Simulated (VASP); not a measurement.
# Al (Im-3m) in VASP: further runs

The runs below take Al through single point, relaxation of cell and atoms, with BLYP+D3(BJ), LDA.

Everything below comes from runs of VASP 6.6.1. Logs are shortened: lines on timing, memory, paths and dates and some standing lists are left out, and cuts for length are marked.

## Step 1: The structure

It takes space group Im-3m (No. 229, cubic). Conventional cell: a = 3.180 Å, b = 3.180 Å, c = 3.180 Å, α = 90.00°, β = 90.00°, γ = 90.00°. Al (site symmetry m-3m) is surrounded by 8 Al at 2.75 Å.

This isn't the form of Al at room conditions, which is fcc.

## Step 2: Single point, BLYP+D3(BJ)

INCAR

```
SYSTEM = Al
AGGAC    = 1.0          
AGGAX    = 1.0          
ALDAC    = 0.0          
ALDAX    = 1.0          
ALGO     = Normal         ! electronic algorithm
EDIFF    = 1E-6           ! SCF threshold, eV
ENCUT    = 520            ! plane-wave cutoff, eV
GGA      = B5             ! functional
ISIF     = 2              ! what is computed and relaxed
ISMEAR   = 1              ! smearing method
IVDW     = 12             ! dispersion correction
LASPH    = .TRUE.         ! aspherical terms in the spheres
LCHARG   = .FALSE.        ! write CHGCAR
LREAL    = .FALSE.        ! projectors in reciprocal space
LWAVE    = .FALSE.        ! write WAVECAR
NBANDS   = 8              ! bands
NELM     = 100            ! most SCF steps
PREC     = Accurate       ! precision mode
SIGMA    = 0.15           ! smearing width, eV
VDW_A1   = 0.4298       
VDW_A2   = 4.2359       
VDW_S6   = 1.0          
VDW_S8   = 2.6996
```

KPOINTS

```
k-points
0
G
  10 10 10
  0 0 0
```

POSCAR

```
Al
1.0
   -1.5899654893      1.5899654893      1.5899654893
    1.5899654893     -1.5899654893      1.5899654893
    1.5899654893      1.5899654893     -1.5899654893
Al
1
Direct
    0.0000000000      0.0000000000      0.0000000000
```

Potentials or basis: VASP PAW PBE potentials, release 64 (Al).

Launch:

```console
> cat potpaw_PBE.64/Al/POTCAR > POTCAR
> mpirun -np 1 vasp_std > vasp.out
```

OUTCAR:

```text
SYSTEM = Al
   EDIFF = 1E-6
   ENCUT = 520
   GGA = B5
   ISIF = 2
   ISMEAR = 1
   IVDW = 12
   LASPH = .TRUE.
   LREAL = .FALSE.
   NELM = 100
   PREC = Accurate
 IVDW          = 12

 ion  position               nearest neighbor table
   1  0.000  0.000  0.000-

  LATTYP: Found a body centered cubic cell.
 ALAT       =     3.1799309786

  Lattice vectors:

 A1 = (  -1.5899654893,   1.5899654893,   1.5899654893)
 A2 = (   1.5899654893,  -1.5899654893,   1.5899654893)
 A3 = (   1.5899654893,   1.5899654893,  -1.5899654893)

Analysis of symmetry for initial positions (statically):
=====================================================================
 Subroutine PRICEL returns:
 Original cell was already a primitive cell.

 Routine SETGRP: Setting up the symmetry group for a
 body centered cubic supercell.

 Subroutine GETGRP returns: Found 48 space group operations
 (whereof 48 operations were pure point group operations)
 out of a pool of 48 trial point group operations.

The static configuration has the point symmetry O_h .

Analysis of symmetry for dynamics (positions and initial velocities):
=====================================================================
 Subroutine PRICEL returns:
 Original cell was already a primitive cell.

 Routine SETGRP: Setting up the symmetry group for a
 body centered cubic supercell.

 Subroutine GETGRP returns: Found 48 space group operations
 (whereof 48 operations were pure point group operations)
 out of a pool of 48 trial point group operations.

The dynamic configuration has the point symmetry O_h .

 Subroutine INISYM returns: Found 48 space group operations
 (whereof 48 operations are pure point group operations),
 and found     1 'primitive' translations

----------------------------------------------------------------------------------------

                                     Primitive cell

  volume of cell :      16.0777

  direct lattice vectors                    reciprocal lattice vectors
    -1.589965489  1.589965489  1.589965489     0.000000000  0.314472234  0.314472234
     1.589965489 -1.589965489  1.589965489     0.314472234  0.000000000  0.314472234
     1.589965489  1.589965489 -1.589965489     0.314472234  0.314472234  0.000000000

  length of vectors
     2.753901010  2.753901010  2.753901010     0.444730899  0.444730899  0.444730899

  position of ions in fractional coordinates (direct lattice)
     0.000000000  0.000000000  0.000000000

  ion indices of the primitive-cell ions
   primitive index   ion index
                 1           1

----------------------------------------------------------------------------------------

 KPOINTS: k-points

Automatic generation of k-mesh.
 Grid dimensions read from file:
 generate k-points for:   10   10   10

 Generating k-lattice:

  Cartesian coordinates                     Fractional coordinates (reciprocal lattice)
     0.000000000  0.031447223  0.031447223     0.100000000  0.000000000  0.000000000
     0.031447223  0.000000000  0.031447223     0.000000000  0.100000000  0.000000000
     0.031447223  0.031447223  0.000000000     0.000000000  0.000000000  0.100000000

  Length of vectors
     0.044473090  0.044473090  0.044473090

  Shift w.r.t. Gamma in fractional coordinates (k-lattice)
     0.000000000  0.000000000  0.000000000

 Subroutine IBZKPT returns following result:
 ===========================================

 Found     47 irreducible k-points:

 Following reciprocal coordinates:
            Coordinates               Weight
  0.000000  0.000000  0.000000      1.000000
  0.100000  0.000000  0.000000     12.000000
  0.200000  0.000000  0.000000     12.000000
  0.300000  0.000000  0.000000     12.000000
  0.400000  0.000000  0.000000     12.000000
  0.500000  0.000000  0.000000      6.000000
[... 16 lines left out ...]
  0.300000  0.300000  0.100000      8.000000
 -0.300000  0.300000  0.100000     24.000000
 [... further k-points ...]
   k-points           NKPTS =     47   k-points in BZ     NKDIM =     47   number of bands    NBANDS=      8
   number of dos      NEDOS =    301   number of ions     NIONS =      1
   total plane-waves  NPLWV =   8000
   dimension x,y,z NGX =    20 NGY =   20 NGZ =   20
   dimension x,y,z NGXF=    40 NGYF=   40 NGZF=   40
   ions per type =               1
   NGX,Y,Z   is equivalent  to a cutoff of  12.07, 12.07, 12.07 a.u.
   NGXF,Y,Z  is equivalent  to a cutoff of  24.15, 24.15, 24.15 a.u.
 SYSTEM =  Al
   PREC   = accura    normal or accurate (medium, high low for compatibility)
   ISTART =      0    job   : 0-new  1-cont  2-samecut
   ICHARG =      2    charge: 1-file 2-atom 10-const
   ISPIN  =      1    spin polarized calculation?
   LNONCOLLINEAR =      F non collinear calculations
   LSORBIT =      F    spin-orbit coupling
   LASPH  =      T    aspherical Exc in radial PAW
   ENCUT  =  520.0 eV  38.22 Ry    6.18 a.u.   5.12  5.12  5.12*2*pi/ulx,y,z
[... 64 lines left out ...]
      6      23.5384      0.00000
      7      23.5384      0.00000
      8      25.3882      0.00000

 k-point     2 :       0.1000    0.0000    0.0000
  band No.  band energies     occupation
      1      -2.2475      2.00000
      2      19.2629      0.00000
      3      20.5809      0.00000
      4      21.1034      0.00000
      5      22.6023      0.00000
      6      23.7608      0.00000
      7      24.6474      0.00000
      8      25.4576      0.00000

 k-point     3 :       0.2000    0.0000    0.0000
  band No.  band energies     occupation
      1      -1.3742      2.00000
      2      15.1180      0.00000
      3      18.9945      0.00000
      4      19.5016      0.00000
      5      21.1030      0.00000
      6      22.3892      0.00000
      7      25.9222      0.00000
      8      26.0732      0.00000

 k-point     4 :       0.3000    0.0000    0.0000
  band No.  band energies     occupation
      1       0.0693      2.00000
      2      11.1778     -0.00000
      3      17.8502      0.00000
      4      18.1973      0.00000
      5      19.9078      0.00000
      6      21.3047      0.00000
      7      27.1677      0.00000
      8      27.5219      0.00000

 k-point     5 :       0.4000    0.0000    0.0000
  band No.  band energies     occupation
      1       2.0651      2.00000
      2       7.6588      2.00000
      3      17.1650      0.00000
      4      17.3832      0.00000
      5      19.1701      0.00000
      6      20.5947      0.00000
      7      28.6158      0.00000
      8      29.4693      0.00000

 k-point     6 :       0.5000    0.0000    0.0000
  band No.  band energies     occupation
      1       4.4003      2.00000
      2       4.8135      2.00000
      3      16.9371      0.00000
      4      17.1083      0.00000
      5      18.9221      0.00000
      6      20.3480      0.00000
      7      29.6738      0.00000
      8      30.9226      0.00000

 k-point     7 :       0.1000    0.1000    0.0000
  band No.  band energies     occupation
      1      -1.6647      2.00000
      2      17.2384      0.00000
      3      17.4628      0.00000
      4      19.7507      0.00000
      5      22.8946      0.00000
      6      23.0437      0.00000
      7      25.3597      0.00000
      8      25.8327      0.00000
[... 133 lines left out ...]
 k-point    20 :       0.2000    0.2000    0.1000
  band No.  band energies     occupation
      1       2.3480      2.00000
      2      10.3551     -0.00000
      3      10.9291     -0.00000
      4      13.4515      0.00000
      5      26.2576      0.00000
      6      26.3114      0.00000
      7      28.7313      0.00000
      8      28.8387      0.00000

 k-point    21 :       0.3000    0.2000    0.1000
  band No.  band energies     occupation
      1       4.5814      2.00000
      2       7.3728      2.00000
      3      10.1442     -0.00000
      4      12.9183      0.00000
      5      26.0242      0.00000
      6      27.4332      0.00000
      7      29.1675      0.00000
      8      30.7866      0.00000

 k-point    22 :      -0.2000    0.2000    0.1000
  band No.  band energies     occupation
      1      -1.0843      2.00000
      2      15.2970      0.00000
      3      16.9624      0.00000
      4      19.4801      0.00000
      5      21.0088      0.00000
      6      21.9598      0.00000
      7      24.9891      0.00000
      8      27.5653      0.00000

 k-point    23 :       0.3000    0.3000    0.1000
  band No.  band energies     occupation
      1       6.8344      2.00000
      2       6.8344      2.00000
      3       7.6657      2.00000
      4      12.6463      0.00000
      5      27.8547      0.00000
      6      28.1112      0.00000
      7      28.1112      0.00000
      8      32.6211      0.00000

 k-point    24 :      -0.3000    0.3000    0.1000
  band No.  band energies     occupation
      1       0.3563      2.00000
      2      11.4289     -0.00000
      3      15.7083      0.00000
      4      18.2098      0.00000
      5      20.8451      0.00000
      6      21.7886      0.00000
      7      24.4088      0.00000
      8      30.1820      0.00000

 [... further k-points ...]

------------------------ aborting loop because EDIFF is reached ----------------------------------------

 Edisp (eV)   -0.79456

 E8    (eV) :    -0.5905

  FORCE on cell =-STRESS in cart. coord.  units (eV):
  Direction    XX          YY          ZZ          XY          YZ          ZX
  --------------------------------------------------------------------------------------
  -------------------------------------------------------------------------------------
  Total       0.01369     0.01369     0.01369     0.00000     0.00000    -0.00000
  in kB       1.36416     1.36416     1.36416     0.00000     0.00000    -0.00000
  external pressure =        1.36 kB  Pullay stress =        0.00 kB

 VOLUME and BASIS-vectors are now :
 -----------------------------------------------------------------------------
  energy-cutoff  :      520.00
  volume of cell :       16.08
      direct lattice vectors                 reciprocal lattice vectors
    -1.589965489  1.589965489  1.589965489     0.000000000  0.314472234  0.314472234
     1.589965489 -1.589965489  1.589965489     0.314472234  0.000000000  0.314472234
     1.589965489  1.589965489 -1.589965489     0.314472234  0.314472234  0.000000000

 POSITION                                       TOTAL-FORCE (eV/Angst)
 -----------------------------------------------------------------------------------
      0.00000      0.00000      0.00000         0.000000     -0.000000      0.000000
 -----------------------------------------------------------------------------------
    total drift:                                0.000000     -0.000000      0.000000

  FREE ENERGIE OF THE ION-ELECTRON SYSTEM (eV)
  ---------------------------------------------------
  free  energy   TOTEN  =        -3.3853432664 eV

  energy  without entropy=       -3.3845716044  energy(sigma->0) =       -3.38508605
```

It took 5.2 s on 1 thread of AMD EPYC 9R45 (Zen 5), shared host; peak memory 0.09 GiB.

Results:

```
Free energy                : -3.3853 eV
Pressure                   : 0.1 GPa
Band gap on the k mesh     : none (metal or under the smearing width)
Dispersion energy per atom : -0.795 eV
```

Caveat: the PAW data sets were made with another functional, which shifts forces and pressure a little; pairwise dispersion overbinds metals, which lowers pressure and volume.

## Step 3: Relaxation of cell and atoms, BLYP+D3(BJ)

This run uses another cell than the first one, of 16.12 Å³/atom, 1.002 times its volume.

INCAR

```
  AGGAC = 1.0
  AGGAX = 1.0
  ALDAC = 0.0
  ALDAX = 1.0
  ALGO = Normal
  EDIFF = 1E-6
  EDIFFG = -0.03
  ENCUT = 600
  GGA = B5
  IBRION = 2
  ISIF = 3
  ISMEAR = 1
  IVDW = 12
  LASPH = True
  LCHARG = False
  LREAL = False
  LWAVE = False
  NELM = 100
  NSW = 80
  PREC = Accurate
  SIGMA = 0.15
  VDW_A1 = 0.4298
  VDW_A2 = 4.2359
  VDW_S6 = 1.0
  VDW_S8 = 2.6996
```

KPOINTS

```
k-points
0
Gamma
  10 10 10
```

POSCAR

```
Al
1.0
   -1.5912186900      1.5912186900      1.5912186900
    1.5912186900     -1.5912186900      1.5912186900
    1.5912186900      1.5912186900     -1.5912186900
Al
1
Direct
    0.0000000000      0.0000000000      0.0000000000
```

Potentials or basis: VASP PAW PBE potentials, release 64 (Al).

Launch:

```console
> cat potpaw_PBE.64/Al/POTCAR > POTCAR
> mpirun -np 1 vasp_std > vasp.out
```

Run time: 6.1 s. Hardware: 1 thread of AMD EPYC 9R45 (Zen 5), shared host; peak memory 0.11 GiB.

The run converged. Its results:

| Quantity | Value |
| --- | --- |
| Free energy | -3.3853 eV |
| Pressure after relaxing | 0.0 GPa |
| Band gap on the k mesh | none (metal or under the smearing width) |
| Dispersion energy per atom | -0.793 eV |

Final structure:
```
CELL_PARAMETERS angstrom
-1.59122 1.59122 1.59122
1.59122 -1.59122 1.59122
1.59122 1.59122 -1.59122
ATOMIC_POSITIONS crystal
Al 0.00000 0.00000 0.00000
```

Levels at points of the mesh, in eV from the Fermi level:
```
           k point  band 1  band 2  band 3  band 4  band 5
(0.00, 0.00, 0.00)  -11.25   13.35   13.35   13.35   14.78
(0.50, 0.00, 0.00)   -4.32   -3.91    8.19    8.38   10.18
(0.50, 0.50, 0.50)    1.87    1.87    1.87    3.16    3.16
```

Caveat: the relaxation stopped at its first step, so nothing moved; the PAW data sets were made with another functional, which shifts forces and pressure a little; pairwise dispersion overbinds metals, which lowers pressure and volume.

## Step 4: Single point, LDA

This run uses another cell than the first one, of 16.30 Å³/atom, 1.014 times its volume.

INCAR

```
ALGO = Fast
EDIFF = 1E-6
ENCUT = 520
ISIF = 2
ISMEAR = 1
LASPH = T
LCHARG = T
LELF = T
LREAL = F
LVHAR = T
LWAVE = F
NBANDS = 8
NELM = 100
PREC = Accurate
SIGMA = 0.15
```

KPOINTS is that of step 3.

POSCAR

```
Al
1.0
   -1.5974086905      1.5974086905      1.5974086905
    1.5974086905     -1.5974086905      1.5974086905
    1.5974086905      1.5974086905     -1.5974086905
Al
1
Direct
    0.0000000000      0.0000000000      0.0000000000
```

Potentials or basis: VASP PAW LDA potentials, release 64 (Al).

Launch:

```console
> cat potpaw_LDA.64/Al/POTCAR > POTCAR
> mpirun -np 1 vasp_std > vasp.out
```

Run time: 4.5 s. Hardware: 1 thread of AMD EPYC 9R45 (Zen 5), shared host; peak memory 0.09 GiB.

The run converged. Its results:

```yaml
Free_energy: -4.1068 eV
Pressure: 0.1 GPa
Band_gap_on_the_k_mesh: none (metal or under the smearing width)
```

Levels at points of the mesh, in eV from the Fermi level:
| k point | band 1 | band 2 | band 3 | band 4 | band 5 | band 6 |
| --- | --- | --- | --- | --- | --- | --- |
| (0.00, 0.00, 0.00) | -11.15 | 13.29 | 13.29 | 13.29 | 14.63 | 14.63 |
| (0.50, 0.00, 0.00) | -4.29 | -3.86 | 8.16 | 8.33 | 10.04 | 11.47 |
| (0.50, 0.50, 0.50) | 1.89 | 1.89 | 1.89 | 3.06 | 3.06 | 5.55 |

## Step 5: Relaxation of cell and atoms, LDA

This run uses another cell than the first one, of 16.12 Å³/atom, 1.002 times its volume.

INCAR

```
PREC = Accurate ; ENCUT = 600
EDIFF = 1E-7 ; ISMEAR = 1
SIGMA = 0.15 ; LREAL = False
LASPH = True ; NELM = 100
ALGO = Normal ; ISIF = 3
LWAVE = False ; LCHARG = False
IBRION = 2 ; NSW = 80
EDIFFG = -0.03
```

KPOINTS

```
regular mesh
0
Gamma
  10 10 10
```

POSCAR

```
Al
1.0
   -1.5912186900      1.5912186900      1.5912186900
    1.5912186900     -1.5912186900      1.5912186900
    1.5912186900      1.5912186900     -1.5912186900
Al
1
Direct
    0.0000000000      0.0000000000      0.0000000000
```

Launch:

```console
> cat potpaw_LDA.64/Al/POTCAR > POTCAR
> mpirun -np 1 vasp_std > vasp.out
```

Run time: 3.9 s. Hardware: 1 thread of AMD EPYC 9R45 (Zen 5), shared host; peak memory 0.09 GiB.

It converged, with:

| Property | Result |
| --- | --- |
| Free energy | -4.1069 eV |
| Relaxed volume | 16.35 Å³/atom |
| Relaxed cell | a = 2.769 Å, b = 2.769 Å, c = 2.769 Å, α = 109.47°, β = 109.47°, γ = 109.47° |
| Space group after relaxing (to 0.05 Å) | Im-3m (No. 229) |
| Energy gained by relaxing | 0.6 meV/atom |
| Ionic steps | 2 |
| Pressure after relaxing | -0.1 GPa |
| Band gap on the k mesh | none (metal or under the smearing width) |

The path:
```csv
step,energy change (eV),largest force (eV/Å),pressure (GPa),volume (Å³)
1,0.0000,0.0000,1.00,16.12
2,-0.0006,0.0000,-0.13,16.35
```

Final structure:
```
CELL_PARAMETERS angstrom
-1.59896 1.59896 1.59896
1.59896 -1.59896 1.59896
1.59896 1.59896 -1.59896
ATOMIC_POSITIONS crystal
Al 0.00000 0.00000 0.00000
```

Levels at points of the mesh, in eV from the Fermi level:
| k point | band 1 | band 2 | band 3 | band 4 | band 5 |
| --- | --- | --- | --- | --- | --- |
| (0.00, 0.00, 0.00) | -11.13 | 13.28 | 13.28 | 13.28 | 14.59 |
| (0.50, 0.00, 0.00) | -4.28 | -3.86 | 8.13 | 8.33 | 10.02 |
| (0.50, 0.50, 0.50) | 1.88 | 1.88 | 1.88 | 3.07 | 3.07 |

## Step 6: Summary

```csv
task,level,potentials or basis,cell,cutoff (eV),gap on the mesh (eV),pressure (GPa)
single point,BLYP+D3(BJ),"VASP PAW PBE potentials, release 64 (Al)","Im-3m, 16.08 Å³/atom",520,none,0.1
relaxation of cell and atoms,BLYP+D3(BJ),"VASP PAW PBE potentials, release 64 (Al)",relaxed,600,none,0.0
single point,LDA,"VASP PAW LDA potentials, release 64 (Al)","Im-3m, 16.3 Å³/atom",520,none,0.1
relaxation of cell and atoms,LDA,"VASP PAW LDA potentials, release 64 (Al)",relaxed,600,none,-0.1
```

Alike in all rows: no spin polarisation; k mesh 10 × 10 × 10; smearing methfessel-paxton 0.15 eV.

Caveats: the PAW data sets were made with another functional, which shifts forces and pressure a little (some runs); pairwise dispersion overbinds metals, which lowers pressure and volume (some runs); the relaxation stopped at its first step, so nothing moved (some runs).

Total energies depend on the potentials used, so only differences within one code and one set of settings carry meaning.
